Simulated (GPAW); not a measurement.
# BAs (F-43m) in GPAW: notebook, part 2 of 2

GPAW 26.7.0. Earlier steps stand in the parts before.

### 4 Dielectric tensor, PBE

This run uses another cell than the first one, of 13.08 Å³/atom, 0.960 times its volume.

run.py

```python
import numpy as np
from ase import Atoms
from ase.dft.bandgap import bandgap
from ase.io import write
from gpaw import GPAW, PW
from gpaw.response.df import DielectricFunction

atoms = Atoms(['As', 'B'],
              cell=[[0.0, 2.3562190158, 2.3562190158],
                    [2.3562190158, 0.0, 2.3562190158],
                    [2.3562190158, 2.3562190158, 0.0]],
              scaled_positions=[[0.75, 0.75, 0.75],
                                [0.0, 0.0, 0.0]],
              pbc=True)

calc = GPAW(mode=PW(600),
            xc='PBE',
            kpts={'size': (8, 8, 8), 'gamma': True},
            occupations={'name': 'fermi-dirac', 'width': 0.001},
            nbands=11,
            convergence={'density': 1e-06},
            maxiter=150,
            txt='gpaw.txt')
atoms.calc = calc
energy = atoms.get_potential_energy()
calc.write('gs.gpw')
write('result.traj', atoms)
print(f'Energy: {energy:.6f} eV')
print('Fermi level:', round(calc.get_fermi_level(), 4), 'eV')
print(f'Gap: {bandgap(calc)[0]:.4f} eV, direct: {bandgap(calc, direct=True)[0]:.4f} eV')

for size in [(24, 24, 24)]:
    name = 'x'.join(str(n) for n in size)
    dense = calc.fixed_density(kpts={'size': size, 'gamma': True},
                               nbands=30, convergence={'bands': 24, 'eigenstates': 1e-7},
                               update_fermi_level=True, txt=f'dense-{name}.txt')
    dense.write(f'{name}.gpw', mode='all')
    df = DielectricFunction(f'{name}.gpw', frequencies=np.array([0.0]), hilbert=False, eta=0.001,
                            ecut=80, nbands=24, intraband=False, txt=f'df-{name}.txt')
    for xc in ['RPA']:
        for direction in ['x', 'y', 'z', [0, 1, 1], [1, 0, 1], [1, 1, 0]]:
            e0, e = df.get_macroscopic_dielectric_constant(xc=xc, direction=direction)
            print(f'{name} {xc} {direction}: {e0:.4f} without, {e:.4f} with local fields')
```

Potentials or basis: GPAW PAW data sets (gpaw-data 1.2.1), pw.

Launch:

```sh
$ OMP_NUM_THREADS=1 python run.py
```

gpaw.txt:

```text
__  _  _
 | _ |_)|_||  |
 |__||  | ||/\| - 26.7.0

Input parameters:
  mode=PW(ecut=600.0),
  convergence={'density': 1e-06},
  kpts=MonkhorstPack(size=(8, 8, 8), gamma=True),
  maxiter=150,
  nbands=11,
  occupations=Occupations(name='fermi-dirac', width=0.001),
  xc=XC(name='PBE')

Diagonalizing LCAO Hamiltonian
Converting LCAO to pw mode

                   As

       B

Atoms  # Å, Bohr magnetons
|   | symbol |        x |        y |        z |    initial magnetic moments |
|---|--------|----------|----------|----------|-----------------------------|
| 0 |     As | 3.534329 | 3.534329 | 3.534329 | ( 0.0000,  0.0000,  0.0000) |
| 1 |      B | 0.000000 | 0.000000 | 0.000000 | ( 0.0000,  0.0000,  0.0000) |

Unit cell  # Å
| periodic |        x |        y |        z |  lengths |    angles |
|----------|----------|----------|----------|----------|-----------|
|      yes | 0.000000 | 2.356219 | 2.356219 | 3.332197 | 60.000000 |
|      yes | 2.356219 | 0.000000 | 2.356219 | 3.332197 | 60.000000 |
|      yes | 2.356219 | 2.356219 | 0.000000 | 3.332197 | 60.000000 |

Number of symmetries: 24
Symmetry operations  # r_c * U_cc + t_c -> r_c
|    | kind |            matrix            |
|----|------|------------------------------|
|  0 |  E   |  1, 0, 0,  0, 1, 0,  0, 0, 1 |
|  1 |  σ   |  1, 0, 0,  0, 0, 1,  0, 1, 0 |
|  2 |  σ   |  1, 0,-1,  0, 1,-1,  0, 0,-1 |
|  3 |  C3  |  1, 0,-1,  0, 0,-1,  0, 1,-1 |
|  4 |  C3  |  1,-1, 0,  0,-1, 1,  0,-1, 0 |
|  5 |  σ   |  1,-1, 0,  0,-1, 0,  0,-1, 1 |
|  6 |  σ   |  0, 1, 0,  1, 0, 0,  0, 0, 1 |
[... 132 lines left out ...]
occupation numbers:
  Fermi-Dirac:
    width: 0.0010  # eV

poisson solver:
  ecut: 4800.0  # eV

xc functional:
  name: PBE with 2 nearest neighbor stencil

convergence criteria:
- Maximum integral of absolute [dens]ity change: 1e-06 electrons / valence electron
- Maximum [total energy] change in last 3 cyles: 0.0005 eV / valence electron
- Maximum integral of absolute [eigenst]ate change: 4e-08 eV^2 / valence electron
maximum number of iterations: 150

SCF iterations
|iter     | |      energy | eigst |  dens |
|---------|-|-------------|-------|-------|
|iter:   1| |  -12.000899 | -0.27 |       |
|iter:   2| |  -11.870316 | -2.29 | -0.70 |
|iter:   3| |  -11.353281 | -1.71 | -0.75 |
|iter:   4| |  -11.350253 | -3.11 | -1.44 |
|iter:   5| |  -11.350816c| -3.99 | -1.89 |
|iter:   6| |  -11.350855c| -5.72 | -2.64 |
|iter:   7| |  -11.350856c| -7.54c| -3.62 |
|iter:   8| |  -11.350856c| -8.57c| -4.14 |
|iter:   9| |  -11.350856c| -9.49c| -5.40 |
|iter:  10| |  -11.350856c| -9.94c| -5.84 |
|iter:  11| |  -11.350856c|-11.46c| -7.05c|

Converged in 11 steps
Energy contributions relative to reference atoms: (reference = -62172.463167)

Energy contributions:
  Kinetic:          24.879588
  Coulomb:         -21.623390
  Zero:             -0.010025
  External:          0.000000
  Xc:              -14.597028
  Entropy:          -0.000000
  Spinorbit:         0.000000
  ----------------------------
  Free energy:     -11.350856
  Extrapolated:    -11.350856

dipole moment: (-3.088046, -3.088046, -3.088046)  # |e|*Ang

Fermi level: 9.150
Eigenvalues  # (at kpt = [0.000, 0.000, 0.000])
| band index |      eig [eV] | occ [0-2] |
|------------|---------------|-----------|
|          0 |        -7.260 |     2.000 |
|          1 |         8.511 |     2.000 |
|          2 |         8.511 |     2.000 |
|          3 |         8.511 |     2.000 |
|          4 |        11.858 |     0.000 |
|          5 |        11.858 |     0.000 |
|          6 |        11.858 |     0.000 |
|          7 |        13.772 |     0.000 |
|          8 |        18.368 |     0.000 |
|          9 |        21.772 |     0.000 |
|         10 |        21.794 |     0.000 |

Gap: 1.158 eV
Transition (v -> c):
  (s=0, k=0, n=3, [0.00, 0.00, 0.00]) -> (s=0, k=12, n=4, [0.38, 0.38, 0.00])
Direct/indirect transitions are different
Direct gap: 3.347 eV
Transition at: (s=0, k=0, n=3, [0.00, 0.00, 0.00])
# Writing to gs.gpw (mode='')
```

stdout:

```text
Energy: -11.350856 eV
Fermi level: 9.1501 eV
Gap: 1.1575 eV, direct: 3.3470 eV
24x24x24 RPA x: 9.8290 without, 9.0412 with local fields
24x24x24 RPA y: 9.8290 without, 9.0412 with local fields
24x24x24 RPA z: 9.8290 without, 9.0412 with local fields
24x24x24 RPA [0, 1, 1]: 9.8290 without, 9.0412 with local fields
24x24x24 RPA [1, 0, 1]: 9.8290 without, 9.0412 with local fields
24x24x24 RPA [1, 1, 0]: 9.8290 without, 9.0412 with local fields
```

Run time: 4.5 min. Hardware: 1 thread of Intel Xeon at 2.50GHz (Skylake/Cascade Lake), shared host; peak memory 0.53 GiB.

What came out:

```yaml
Free_energy: -11.3509 eV
Band_gap_on_the_k_mesh: 1.16 eV, indirect (least direct gap 3.35 eV)
Electronic_dielectric_tensor_diagonal: 9.04
```

Electronic dielectric tensor:
```
9.04 0.00 0.00
0.00 9.04 0.00
0.00 0.00 9.04
```

Caveat: the long-wavelength limit can be off by a per cent or two. As with any semilocal functional, this PBE gap is likely too small.

### 5 Summary

| task | level | potentials or basis | cell | cutoff (eV) | smearing | eigensolver | response ecut | response k mesh | response bands | kernels | gap on the mesh (eV) |
| --- | --- | --- | --- | --- | --- | --- | --- | --- | --- | --- | --- |
| equation of state | OLYP+D3(BJ) | PAW data sets generated in the run's folder for this functional, pw | F-43m, 13.63 Å³/atom | 800 | fermi-dirac 0.05 eV | davidson | - | - | - | - | - |
| dielectric tensor | PBE | GPAW PAW data sets (gpaw-data 1.2.1), pw | F-43m, 12.81 Å³/atom | 600 | fermi-dirac 0.001 eV | - | 80 eV | 24 × 24 × 24 | 24 | ["RPA"] | 1.14 |
| dielectric tensor | PBE | GPAW PAW data sets (gpaw-data 1.2.1), pw | F-43m, 13.08 Å³/atom | 600 | fermi-dirac 0.001 eV | - | 80 eV | 24 × 24 × 24 | 24 | ["RPA"] | 1.16 |

Alike in all rows: no spin polarisation; k mesh 8 × 8 × 8.

Caveats: the long-wavelength limit can be off by a per cent or two (some runs); the minimum lies outside the volumes run (some runs).

Absolute energies hang on the potentials; compare differences alone.
